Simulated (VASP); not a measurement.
# CdTe (F-43m) in VASP: further runs

Aim: see how the results for CdTe move with the level of theory and the settings. Levels: PBEsol, r2SCAN. Tasks: single point.

Program: VASP 6.6.1. These are calculated values, not measurements. Logs are shortened: lines on timing, memory, paths and dates and some standing lists are left out, and cuts for length are marked.

**Measured values to compare with.**

From a printed reference work, data compilation, for a bulk crystal of CdTe at 0 K: band gap 1.607 eV.

The runs below are set against these values where they give the same quantity.

**1. The structure**

It takes space group F-43m (No. 216, cubic). The conventional cell has a = 6.495 Å, b = 6.495 Å, c = 6.495 Å, α = 90.00°, β = 90.00°, γ = 90.00°. Around Cd (site symmetry -43m) lie 4 Te at 2.81 Å. Around Te (site symmetry -43m) lie 4 Cd at 2.81 Å.

The cell is a database's computed one.

**2. Single point, PBEsol**

The input, INCAR:

```
SYSTEM = CdTe
ALGO = Fast ; EDIFF = 1E-6
ENCUT = 900 ; GGA = PS
ISIF = 2 ; ISMEAR = 0
LASPH = .TRUE. ; LCHARG = .FALSE.
LREAL = .FALSE. ; LWAVE = .FALSE.
NBANDS = 16 ; NELM = 100
PREC = Accurate ; SIGMA = 0.02
```

The input, KPOINTS:

```
k-points
0
G
  10 10 10
  0 0 0
```

The input, POSCAR:

```
CdTe
1.0
    0.0000000000      3.2476700000      3.2476700000
    3.2476700000      0.0000000000      3.2476700000
    3.2476700000      3.2476700000      0.0000000000
Cd Te
1 1
Direct
    0.0000000000      0.0000000000      0.0000000000
    0.7500000000      0.7500000000      0.7500000000
```

Potentials or basis: VASP PAW PBE potentials, release 64 (Cd, Te).

The run is started by

```console
cat potpaw_PBE.64/Cd/POTCAR potpaw_PBE.64/Te/POTCAR > POTCAR
mpirun -np 1 vasp_std > vasp.out
```

OUTCAR:

```text
SYSTEM = CdTe
   EDIFF = 1E-6
   ENCUT = 900
   GGA = PS
   ISIF = 2
   ISMEAR = 0
   LASPH = .TRUE.
   LREAL = .FALSE.
   NELM = 100
   PREC = Accurate

 ion  position               nearest neighbor table
   1  0.000  0.000  0.000-   2 2.81   2 2.81   2 2.81   2 2.81
   2  0.750  0.750  0.750-   1 2.81   1 2.81   1 2.81   1 2.81

  LATTYP: Found a face centered cubic cell.
 ALAT       =     6.4953400000

  Lattice vectors:

 A1 = (   0.0000000000,   3.2476700000,   3.2476700000)
 A2 = (   3.2476700000,   0.0000000000,   3.2476700000)
 A3 = (   3.2476700000,   3.2476700000,   0.0000000000)

Analysis of symmetry for initial positions (statically):
=====================================================================
 Subroutine PRICEL returns:
 Original cell was already a primitive cell.

 Routine SETGRP: Setting up the symmetry group for a
 face centered cubic supercell.

 Subroutine GETGRP returns: Found 24 space group operations
 (whereof 24 operations were pure point group operations)
 out of a pool of 48 trial point group operations.

The static configuration has the point symmetry T_d .

Analysis of symmetry for dynamics (positions and initial velocities):
=====================================================================
 Subroutine PRICEL returns:
 Original cell was already a primitive cell.

 Routine SETGRP: Setting up the symmetry group for a
 face centered cubic supercell.

 Subroutine GETGRP returns: Found 24 space group operations
 (whereof 24 operations were pure point group operations)
 out of a pool of 48 trial point group operations.

The dynamic configuration has the point symmetry T_d .

 Subroutine INISYM returns: Found 24 space group operations
 (whereof 24 operations are pure point group operations),
 and found     1 'primitive' translations

----------------------------------------------------------------------------------------

                                     Primitive cell

  volume of cell :      68.5087

  direct lattice vectors                    reciprocal lattice vectors
     0.000000000  3.247670000  3.247670000    -0.153956529  0.153956529  0.153956529
     3.247670000  0.000000000  3.247670000     0.153956529 -0.153956529  0.153956529
     3.247670000  3.247670000  0.000000000     0.153956529  0.153956529 -0.153956529

  length of vectors
     4.592898960  4.592898960  4.592898960     0.266660530  0.266660530  0.266660530

  position of ions in fractional coordinates (direct lattice)
     0.000000000  0.000000000  0.000000000
     0.750000000  0.750000000  0.750000000

  ion indices of the primitive-cell ions
   primitive index   ion index
                 1           1
                 2           2

----------------------------------------------------------------------------------------

 KPOINTS: k-points

Automatic generation of k-mesh.
 Grid dimensions read from file:
 generate k-points for:   10   10   10

 Generating k-lattice:

  Cartesian coordinates                     Fractional coordinates (reciprocal lattice)
    -0.015395653  0.015395653  0.015395653     0.100000000  0.000000000  0.000000000
     0.015395653 -0.015395653  0.015395653     0.000000000  0.100000000  0.000000000
     0.015395653  0.015395653 -0.015395653     0.000000000  0.000000000  0.100000000

  Length of vectors
     0.026666053  0.026666053  0.026666053

  Shift w.r.t. Gamma in fractional coordinates (k-lattice)
     0.000000000  0.000000000  0.000000000

 Subroutine IBZKPT returns following result:
 ===========================================

 Found     47 irreducible k-points:

 Following reciprocal coordinates:
            Coordinates               Weight
  0.000000  0.000000  0.000000      1.000000
  0.100000  0.000000  0.000000      8.000000
  0.200000  0.000000  0.000000      8.000000
  0.300000  0.000000  0.000000      8.000000
  0.400000  0.000000  0.000000      8.000000
  0.500000  0.000000  0.000000      4.000000
[... 16 lines left out ...]
  0.300000  0.300000  0.000000      6.000000
  0.400000  0.300000  0.000000     24.000000
 [... further k-points ...]
   k-points           NKPTS =     47   k-points in BZ     NKDIM =     47   number of bands    NBANDS=     16
   number of dos      NEDOS =    301   number of ions     NIONS =      2
   total plane-waves  NPLWV = 110592
   dimension x,y,z NGX =    48 NGY =   48 NGZ =   48
   dimension x,y,z NGXF=    96 NGYF=   96 NGZF=   96
   ions per type =               1   1
   NGX,Y,Z   is equivalent  to a cutoff of  17.37, 17.37, 17.37 a.u.
   NGXF,Y,Z  is equivalent  to a cutoff of  34.75, 34.75, 34.75 a.u.
 SYSTEM =  CdTe
   PREC   = accura    normal or accurate (medium, high low for compatibility)
   ISTART =      0    job   : 0-new  1-cont  2-samecut
   ICHARG =      2    charge: 1-file 2-atom 10-const
   ISPIN  =      1    spin polarized calculation?
   LNONCOLLINEAR =      F non collinear calculations
   LSORBIT =      F    spin-orbit coupling
   LASPH  =      T    aspherical Exc in radial PAW
   ENCUT  =  900.0 eV  66.15 Ry    8.13 a.u.  11.23 11.23 11.23*2*pi/ulx,y,z
   NELM   =    100;   NELMIN=  2; NELMDL= -5     # of ELM steps
   EDIFF  = 0.1E-05   stopping-criterion for ELM
   LREAL  =      F    real-space projection
   EDIFFG = 0.1E-04   stopping-criterion for IOM
   NSW    =      0    number of steps for IOM
   IBRION =     -1    ionic relax: 0-MD 1-quasi-New 2-CG
   NFREE  =      0    steps in history (QN), initial steepest desc. (CG)
   ISIF   =      2    stress and relaxation
   ISYM   =      2    0-nonsym 1-usesym 2-fastsym
   POTIM  = 0.5000    time-step for ionic-motion
   TEBEG  =    0.0;   TEEND  =   0.0 temperature during run
   PSTRESS=    0.0 pullay stress
   NELECT =      18.0000    total number of electrons
   NUPDOWN=      -1.0000    fix difference up-down
   EMIN   =  10.00;   EMAX   =-10.00  energy-range for DOS
   EFERMI =   0.00;   METHOD = LEGACY
   ISMEAR =     0;   SIGMA  =   0.02  broadening in eV -4-tet -1-fermi 0-gaus
   EFERMI_NEDOS =   21; number of points for ismear=-14 and -15
   IALGO  =     68    algorithm
   IMIX   =      4    mixing-type and parameters
     AMIX     =   0.40;   BMIX     =  1.00
     AMIX_MAG =   1.60;   BMIX_MAG =  1.00
  volume/ion in A,a.u.               =      34.25       231.16
  Fermi-wavevector in a.u.,A,eV,Ry     =   1.048537  1.981448 14.958652  1.099430
  Thomas-Fermi vector in A             =   2.183463
   LORBIT       =      0    0 simple, 1 ext, 2 COOP (PROOUT), +10 PAW based schemes
   GGA     = PS    functional components
   LHFCALC =     F    Hartree Fock is set to
   AEXX    =    0.0000 exact exchange contribution
   IVDW    =     0    specifies the selected vdW correction
   LEPSILON=     F    determine dielectric tensor
   LRPA    =     F    only Hartree local field effects (RPA)
 non-spin polarized calculation
 RMM-DIIS sequential band-by-band and
 Gauss-broadening in eV      SIGMA  =   0.02
  energy-cutoff  :      900.00
  volume of cell :       68.51
 maximum number of plane-waves:      4279
 NGX is ok and might be reduce to    48
   NGX = 23   NGY = 23   NGZ = 23

 number of electron      18.0000000 magnetization

 Free energy of the ion-electron system (eV)
  ---------------------------------------------------
  ext. energy  EPLUGINS =         0.00000000
  ---------------------------------------------------
  free energy    TOTEN  =        -5.49079140 eV

  energy without entropy =       -5.49079140  energy(sigma->0) =       -5.49079140

 E-fermi :   2.2613     XC(G=0):  -8.7524

 val. band max:        2.1500649009   @ k =   0.0000   0.0000   0.0000
 cond. band min:       2.7930093138   @ k =   0.0000   0.0000   0.0000
 fundamental gap:      0.6429444128
 Fermi energy:         2.2612761140

 k-point     1 :       0.0000    0.0000    0.0000
  band No.  band energies     occupation
      1      -9.0243      2.00000
      2      -6.0827      2.00000
      3      -6.0827      2.00000
      4      -6.0827      2.00000
      5      -5.8226      2.00000
      6      -5.8226      2.00000
[... 8 lines left out ...]
     15      11.4835      0.00000
     16      11.4836      0.00000

 k-point     2 :       0.1000    0.0000    0.0000
  band No.  band energies     occupation
      1      -8.9862      2.00000
      2      -6.0755      2.00000
      3      -6.0755      2.00000
      4      -6.0548      2.00000
      5      -5.8232      2.00000
      6      -5.8232      2.00000
[... 8 lines left out ...]
     15      10.8875      0.00000
     16      10.8875      0.00000

 k-point     3 :       0.2000    0.0000    0.0000
  band No.  band energies     occupation
      1      -8.8858      2.00000
      2      -6.0574      2.00000
      3      -6.0574      2.00000
      4      -5.9629      2.00000
      5      -5.8238      2.00000
      6      -5.8238      2.00000
[... 8 lines left out ...]
     15      10.4994      0.00000
     16      10.4994      0.00000

 k-point     4 :       0.3000    0.0000    0.0000
  band No.  band energies     occupation
      1      -8.7614      2.00000
      2      -6.0376      2.00000
      3      -6.0376      2.00000
      4      -5.8214      2.00000
      5      -5.8214      2.00000
      6      -5.7967      2.00000
[... 8 lines left out ...]
     15      10.7450      0.00000
     16      10.7450      0.00000
[... 324 lines left out ...]
 k-point    22 :      -0.2000    0.2000    0.0000
  band No.  band energies     occupation
      1      -8.7198      2.00000
      2      -6.0278      2.00000
      3      -6.0161      2.00000
      4      -5.8369      2.00000
      5      -5.8330      2.00000
      6      -5.7314      2.00000
[... 8 lines left out ...]
     15      11.6162      0.00000
     16      12.2863      0.00000

 k-point    23 :       0.3000    0.3000    0.0000
  band No.  band energies     occupation
      1      -8.6774      2.00000
      2      -5.9803      2.00000
      3      -5.9803      2.00000
      4      -5.9132      2.00000
      5      -5.8026      2.00000
      6      -5.7149      2.00000
[... 8 lines left out ...]
     15      12.2345      0.00000
     16      13.5006      0.00000

 k-point    24 :       0.4000    0.3000    0.0000
  band No.  band energies     occupation
      1      -8.6006      2.00000
      2      -5.9689      2.00000
      3      -5.9599      2.00000
      4      -5.9010      2.00000
      5      -5.7998      2.00000
      6      -5.5746      2.00000
[... 8 lines left out ...]
     15      12.6367      0.00000
     16      13.7101      0.00000

 [... further k-points ...]

------------------------ aborting loop because EDIFF is reached ----------------------------------------

  FORCE on cell =-STRESS in cart. coord.  units (eV):
  Direction    XX          YY          ZZ          XY          YZ          ZX
  --------------------------------------------------------------------------------------
  -------------------------------------------------------------------------------------
  Total        0.0071047      0.0071047      0.0071047     -0.0000000      0.0000000      0.0000000
  in kB        0.1661542      0.1661542      0.1661542     -0.0000000      0.0000000      0.0000000
  external PRESSURE =       0.1661542 kB  Pullay stress =       0.0000000 kB

 VOLUME and BASIS-vectors are now :
 -----------------------------------------------------------------------------
  energy-cutoff  :      900.00
  volume of cell :       68.51
      direct lattice vectors                 reciprocal lattice vectors
     0.000000000  3.247670000  3.247670000    -0.153956529  0.153956529  0.153956529
     3.247670000  0.000000000  3.247670000     0.153956529 -0.153956529  0.153956529
     3.247670000  3.247670000  0.000000000     0.153956529  0.153956529 -0.153956529

 POSITION                                       TOTAL-FORCE (eV/Angst)
 -----------------------------------------------------------------------------------
      0.00000      0.00000      0.00000         0.000000     -0.000000     -0.000000
      4.87150      4.87150      4.87150         0.000000      0.000000      0.000000
 -----------------------------------------------------------------------------------
    total drift:                                0.000000      0.000000      0.000000

  FREE ENERGIE OF THE ION-ELECTRON SYSTEM (eV)
  ---------------------------------------------------
  free  energy   TOTEN  =        -5.4907914033 eV

  energy  without entropy=       -5.4907914033  energy(sigma->0) =       -5.49079140
```

Run time: 63 s. Hardware: 1 thread of Intel Xeon 6975P-C (Granite Rapids), shared host; peak memory 0.4 GiB.

Results:

```
Free energy            : -5.4908 eV
Pressure               : 0.0 GPa
Band gap on the k mesh : 0.64 eV, direct
```

Caveat: the PAW data sets were made with another functional, which shifts forces and pressure a little; spin-orbit coupling is left out, which moves the levels of the heavy elements.

**3. Single point, r2SCAN**

The input, INCAR:

```
SYSTEM = CdTe
ALGO = Normal ; EDIFF = 1E-6
ENCUT = 520 ; ISIF = 2
ISMEAR = 0 ; LASPH = .TRUE.
LCHARG = .FALSE. ; LMIXTAU = .TRUE.
LREAL = .FALSE. ; LWAVE = .FALSE.
METAGGA = R2SCAN ; NBANDS = 16
NELM = 100 ; PREC = Accurate
SIGMA = 0.02
```

KPOINTS is that of step 2.

POSCAR is that of step 2.

Potentials or basis: VASP PAW PBE potentials, release 64 (Cd, Te).

The run is started by

```console
cat potpaw_PBE.64/Cd/POTCAR potpaw_PBE.64/Te/POTCAR > POTCAR
mpirun -np 1 vasp_std > vasp.out
```

It took 2 min on 1 thread of Intel Xeon 6975P-C (Granite Rapids), shared host; peak memory 0.24 GiB.

Results (log left out):

```
Free energy            : -46.6368 eV
Pressure               : 1.3 GPa
Band gap on the k mesh : 1.25 eV, direct
```

Levels at points of the mesh, in eV from the valence-band top:
```tsv
k point	band 7	band 8	band 9	band 10	band 11	band 12
(0.00, 0.00, 0.00)	0.00	0.00	0.00	1.25	5.03	5.03
(0.50, 0.00, 0.00)	-4.46	-0.78	-0.78	2.23	5.59	5.59
(0.50, 0.50, 0.00)	-4.32	-1.89	-1.89	2.89	2.99	9.43
```

Caveat: the PAW data sets were made with another functional, which shifts forces and pressure a little; spin-orbit coupling is left out, which moves the levels of the heavy elements.

(Part 1 of 2 ends here.)
